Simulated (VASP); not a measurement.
Output of a VASP run:

**OSZICAR**
```
...
DAV:   6    -0.446663623711E+01    0.10795E+00   -0.13962E-01   528   0.240E+00    0.214E+00
DAV:   7    -0.444392960090E+01    0.22707E-01   -0.13117E-01   552   0.225E+00    0.670E-01
DAV:   8    -0.444409279568E+01   -0.16319E-03   -0.14190E-02   548   0.873E-01    0.235E-01
DAV:   9    -0.444407930934E+01    0.13486E-04   -0.53114E-04   588   0.181E-01    0.178E-01
DAV:  10    -0.444402797118E+01    0.51338E-04   -0.51700E-04   556   0.142E-01    0.101E-01
DAV:  11    -0.444402096596E+01    0.70052E-05   -0.66023E-05   524   0.669E-02    0.233E-02
DAV:  12    -0.444402028452E+01    0.68144E-06   -0.56107E-06   584   0.149E-02
   1 F= 0.63652711E+01 E0= 0.63652711E+01  d E =0.636527E+01
       N       E                     dE             d eps       ncg     rms          rms(c)
DAV:   1    -0.657061820233E+01   -0.21266E+01   -0.11382E+02   508   0.750E+01    0.158E+01
DAV:   2    -0.262397862948E+01    0.39466E+01   -0.44379E+00   516   0.152E+01    0.625E+00
DAV:   3    -0.124677360783E+01    0.13772E+01   -0.33378E+00   480   0.115E+01    0.370E+00
DAV:   4    -0.124565795601E+01    0.11157E-02   -0.46921E-02   532   0.169E+00    0.155E+00
DAV:   5    -0.123891889807E+01    0.67391E-02   -0.26731E-02   508   0.104E+00    0.421E-01
DAV:   6    -0.123877844488E+01    0.14045E-03   -0.80260E-04   560   0.230E-01    0.201E-01
DAV:   7    -0.123878518713E+01   -0.67423E-05   -0.16428E-04   540   0.894E-02    0.637E-02
DAV:   8    -0.123878568047E+01   -0.49335E-06   -0.17741E-05   516   0.342E-02    0.190E-02
DAV:   9    -0.123878380848E+01    0.18720E-05   -0.19923E-06   456   0.116E-02    0.665E-03
DAV:  10    -0.123878397300E+01   -0.16452E-06   -0.58147E-08   276   0.186E-03
   2 F= 0.69703577E+01 E0= 0.69703781E+01  d E =0.605087E+00
       N       E                     dE             d eps       ncg     rms          rms(c)
DAV:   1    -0.608401072597E+01   -0.48452E+01   -0.45326E+01   508   0.408E+01    0.747E+00
DAV:   2    -0.431988898817E+01    0.17641E+01   -0.21216E+00   496   0.102E+01    0.346E+00
DAV:   3    -0.372142079539E+01    0.59847E+00   -0.17671E+00   492   0.830E+00    0.245E+00
DAV:   4    -0.372267837555E+01   -0.12576E-02   -0.20040E-02   552   0.106E+00    0.234E+00
DAV:   5    -0.372186648221E+01    0.81189E-03   -0.25725E-03   548   0.361E-01    0.898E-01
DAV:   6    -0.372061100413E+01    0.12555E-02   -0.14495E-03   492   0.269E-01    0.349E-01
DAV:   7    -0.372024580522E+01    0.36520E-03   -0.36999E-04   508   0.140E-01    0.169E-01
DAV:   8    -0.372017005726E+01    0.75748E-04   -0.10686E-04   600   0.696E-02    0.116E-01
DAV:   9    -0.372014313206E+01    0.26925E-04   -0.16297E-05   508   0.297E-02    0.703E-02
DAV:  10    -0.372012600342E+01    0.17129E-04   -0.38107E-05   516   0.444E-02    0.322E-03
DAV:  11    -0.372012660822E+01   -0.60480E-06   -0.47891E-06   484   0.166E-02
   3 F= 0.61953554E+01 E0= 0.61953554E+01  d E =-.169916E+00
       N       E                     dE             d eps       ncg     rms          rms(c)
DAV:   1    -0.367618893293E+01    0.43937E-01   -0.30426E-02   508   0.111E+00    0.205E-01
DAV:   2    -0.367503707966E+01    0.11519E-02   -0.13714E-03   496   0.255E-01    0.882E-02
DAV:   3    -0.367465793701E+01    0.37914E-03   -0.10842E-03   512   0.203E-01    0.498E-02
DAV:   4    -0.367465974806E+01   -0.18111E-05   -0.14983E-05   516   0.290E-02    0.262E-02
DAV:   5    -0.367466031923E+01   -0.57117E-06   -0.39021E-06   532   0.123E-02
   4 F= 0.61947239E+01 E0= 0.61947239E+01  d E =-.170547E+00
```

OUTCAR:
```
------------------------ aborting loop because EDIFF is reached ----------------------------------------
  FORCE on cell =-STRESS in cart. coord.  units (eV):
  Direction    XX          YY          ZZ          XY          YZ          ZX
  --------------------------------------------------------------------------------------
  Total        9.8363120      9.8363120      9.8363120      0.0000000      0.0000000     -0.0000000
  in kB      298.9947020    298.9947020    298.9947020      0.0000000      0.0000000     -0.0000000
  external PRESSURE =      -1.0052980 kB  Pullay stress =     300.0000000 kB
  volume of cell :       52.71
      direct lattice vectors                 reciprocal lattice vectors
     3.749382903 -0.000000000 -0.000000000     0.266710556 -0.000000000 -0.000000000
     0.000000000  3.749382903 -0.000000000     0.000000000  0.266710556  0.000000000
     0.000000000 -0.000000000  3.749382903     0.000000000  0.000000000  0.266710556
 POSITION                                       TOTAL-FORCE (eV/Angst)
 -----------------------------------------------------------------------------------
      0.00000      0.00000      0.00000         0.000000     -0.000000      0.000000
      1.87469      1.87469      1.87469        -0.000000      0.000000      0.000000
 -----------------------------------------------------------------------------------
    total drift:                               -0.000000      0.000000      0.000000
  FREE ENERGIE OF THE ION-ELECTRON SYSTEM (eV)
  ---------------------------------------------------
  free  energy   TOTEN  =        -3.6746603192 eV

  energy  without entropy=       -3.6746603192  energy(sigma->0) =       -3.67466032
  enthalpy is  TOTEN    =         6.1947238933 eV   P V=        9.8693842125

 reached required accuracy - stopping structural energy minimisation
```
(Selected blocks of OUTCAR.)

**POSCAR**
```
CsI
1
    3.8648162568     0.0000000000     0.0000000000
    0.0000000000     3.8648162568     0.0000000000
    0.0000000000     0.0000000000     3.8648162568
Cs I
1 1
Direct
  0.0000000000   0.0000000000   0.0000000000
  0.5000000000   0.5000000000   0.5000000000
```

Q: Write an INCAR and KPOINTS that could have produced this output.

A: Several could match; the one computed here: the input of the run itself, PBEsol GGA, plane waves, VASP's PBE PAW potentials (set 64).

INCAR:
```
SYSTEM = CsI
PREC = Accurate
ENCUT = 500
EDIFF = 1E-6
NELM = 100
ALGO = Normal
LREAL = .FALSE.
LASPH = .TRUE.
ISMEAR = 0
SIGMA = 0.05
GGA = PS
LMAXMIX = 4
LWAVE = .FALSE.
LCHARG = .FALSE.
IBRION = 2
ISIF = 3
NSW = 40
EDIFFG = -0.02
PSTRESS = 300
```

**KPOINTS**
```
Automatic mesh
0
Gamma
7 7 7
0 0 0
```

POTCAR, in this order: Cs_sv I (PBE.64 set). Program: vasp_std.

Energy and stress use the plane-wave basis of the starting cell.

The compound is CsI in the CsCl type structure. This run relaxes it under an external pressure of 30 GPa. Symmetry was kept, so distortions that lower it aren't found.
